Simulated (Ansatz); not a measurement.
A relaxation of cell and atoms of Al₃GaN₄ as one 8-atom ordering (P-4m2) on the zincblende lattice with Ansatz, at the level r2SCAN. It starts from the PBE minimum.

```yaml
crystal:
  lattice:
    - [3.1418282668, 0.0, 0.0]
    - [0.0, 3.1418282668, 0.0]
    - [0.0, 0.0, 8.8607632485]
  atoms:
    - { symbol: Al, position: [0.0, 0.0, 0.754177074] }
    - { symbol: "N", position: [0.0, 0.5, 0.8769712397] }
    - { symbol: Al, position: [0.5, 0.5, 0.0] }
    - { symbol: "N", position: [0.5, 0.0, 0.1230287603] }
    - { symbol: Al, position: [0.0, 0.0, 0.245822926] }
    - { symbol: "N", position: [0.0, 0.5, 0.3671984926] }
    - { symbol: Ga, position: [0.5, 0.5, 0.5] }
    - { symbol: "N", position: [0.5, 0.0, 0.6328015074] }
kpoints:
  mp_grid: { grid: [8, 8, 4] }
hamiltonian:
  xc: r2scan
scf:
  occupations: { method: fermi_dirac, width: 0.02 }
relax:
  f_tol: 0.005
  cell: {}
```

The trajectory has 5 recorded frames, each with positions in Å and forces in eV/Å. Some frames, the last among them, repeat a geometry solved again on a basis re-selected at its cell; pressure is positive in compression.

Step 1: energy 0.0 meV/atom from step 1, largest force component 0.088 eV/Å, pressure -5.00 GPa
```xyz
8
Lattice="3.1418 0.0000 0.0000 0.0000 3.1418 0.0000 0.0000 0.0000 8.8608" Properties=species:S:1:pos:R:3:forces:R:3 pbc="T T T"
Al    0.0000    0.0000    6.6826    0.0000    0.0000   -0.0242
N     0.0000    1.5709    7.7706    0.0000    0.0000    0.0030
Al    1.5709    1.5709    0.0000    0.0000    0.0000    0.0000
N     1.5709    0.0000    1.0901    0.0000    0.0000   -0.0030
Al    0.0000    0.0000    2.1782    0.0000    0.0000    0.0242
N     0.0000    1.5709    3.2537    0.0000    0.0000    0.0881
Ga    1.5709    1.5709    4.4304    0.0000    0.0000    0.0000
N     1.5709    0.0000    5.6071    0.0000    0.0000   -0.0881
```

Step 2: energy -3.7 meV/atom from step 1, largest force component 0.013 eV/Å, pressure -2.24 GPa
```xyz
8
Lattice="3.1268 0.0000 0.0000 0.0000 3.1268 0.0000 0.0000 0.0000 8.8190" Properties=species:S:1:pos:R:3:forces:R:3 pbc="T T T"
Al    0.0000    0.0000    6.6474    0.0000    0.0000    0.0049
N     0.0000    1.5634    7.7323    0.0000    0.0000   -0.0010
Al    1.5634    1.5634    0.0000    0.0000    0.0000    0.0000
N     1.5634    0.0000    1.0867    0.0000    0.0000    0.0010
Al    0.0000    0.0000    2.1716    0.0000    0.0000   -0.0049
N     0.0000    1.5634    3.2432    0.0000    0.0000    0.0128
Ga    1.5634    1.5634    4.4095    0.0000    0.0000    0.0000
N     1.5634    0.0000    5.5759    0.0000    0.0000   -0.0128
```

Step 3: energy -4.5 meV/atom from step 1, largest force component 0.007 eV/Å, pressure +0.09 GPa
```xyz
8
Lattice="3.1143 0.0000 0.0000 0.0000 3.1143 0.0000 0.0000 0.0000 8.7883" Properties=species:S:1:pos:R:3:forces:R:3 pbc="T T T"
Al    0.0000    0.0000    6.6247    0.0000    0.0000   -0.0073
N     0.0000    1.5571    7.7054    0.0000    0.0000    0.0012
Al    1.5571    1.5571    0.0000    0.0000    0.0000    0.0000
N     1.5571    0.0000    1.0829    0.0000    0.0000   -0.0012
Al    0.0000    0.0000    2.1636    0.0000    0.0000    0.0073
N     0.0000    1.5571    3.2323    0.0000    0.0000   -0.0050
Ga    1.5571    1.5571    4.3942    0.0000    0.0000    0.0000
N     1.5571    0.0000    5.5560    0.0000    0.0000    0.0050
```

Step 4: energy -4.5 meV/atom from step 1, largest force component 0.001 eV/Å, pressure 0.00 GPa
```xyz
8
Lattice="3.1149 0.0000 0.0000 0.0000 3.1149 0.0000 0.0000 0.0000 8.7889" Properties=species:S:1:pos:R:3:forces:R:3 pbc="T T T"
Al    0.0000    0.0000    6.6248    0.0000    0.0000    0.0004
N     0.0000    1.5574    7.7058    0.0000    0.0000   -0.0002
Al    1.5574    1.5574    0.0000    0.0000    0.0000    0.0000
N     1.5574    0.0000    1.0830    0.0000    0.0000    0.0002
Al    0.0000    0.0000    2.1641    0.0000    0.0000   -0.0004
N     0.0000    1.5574    3.2325    0.0000    0.0000   -0.0006
Ga    1.5574    1.5574    4.3944    0.0000    0.0000    0.0000
N     1.5574    0.0000    5.5564    0.0000    0.0000    0.0006
```

Step 5: energy -4.4 meV/atom from step 1, largest force component 0.001 eV/Å, pressure 0.00 GPa
```xyz
8
Lattice="3.1149 0.0000 0.0000 0.0000 3.1149 0.0000 0.0000 0.0000 8.7889" Properties=species:S:1:pos:R:3:forces:R:3 pbc="T T T"
Al    0.0000    0.0000    6.6248    0.0000    0.0000    0.0004
N     0.0000    1.5574    7.7058    0.0000    0.0000   -0.0002
Al    1.5574    1.5574    0.0000    0.0000    0.0000    0.0000
N     1.5574    0.0000    1.0830    0.0000    0.0000    0.0002
Al    0.0000    0.0000    2.1641    0.0000    0.0000   -0.0004
N     0.0000    1.5574    3.2325    0.0000    0.0000   -0.0006
Ga    1.5574    1.5574    4.3944    0.0000    0.0000    0.0000
N     1.5574    0.0000    5.5564    0.0000    0.0000    0.0006
```

The walk took 4 steps, besides SCFs solved again on a fresh basis, and changed the volume by -2.5 %. The last SCF, on a fresh basis, lies 4.4 meV an atom below the first. Final cell: it is tetragonal, P-4m2 (No. 115); conventional cell a = 3.115 Å, c = 8.789 Å, 10.66 Å³ an atom. Al has 4 N at 1.89–1.90 Å; N has 4 Al at 1.90 Å; Al has 4 N at 1.90 Å; N has 2 Al at 1.89 Å and 2 Ga at 1.94 Å; Ga has 4 N at 1.94 Å.

Command: `ansatz run input.yaml --threads 4 --pin off --max-ram 6451MiB --backend cpu --events-out ev --progress --plain --runs-dir out`. It took 24 s on 4 threads of Arm Neoverse V1, on a shared host, load about 0.4 per core; peak host memory 0.56 GiB.

The structure was generated, not taken from experiment, and needn't be the ground state; spin polarisation is off.
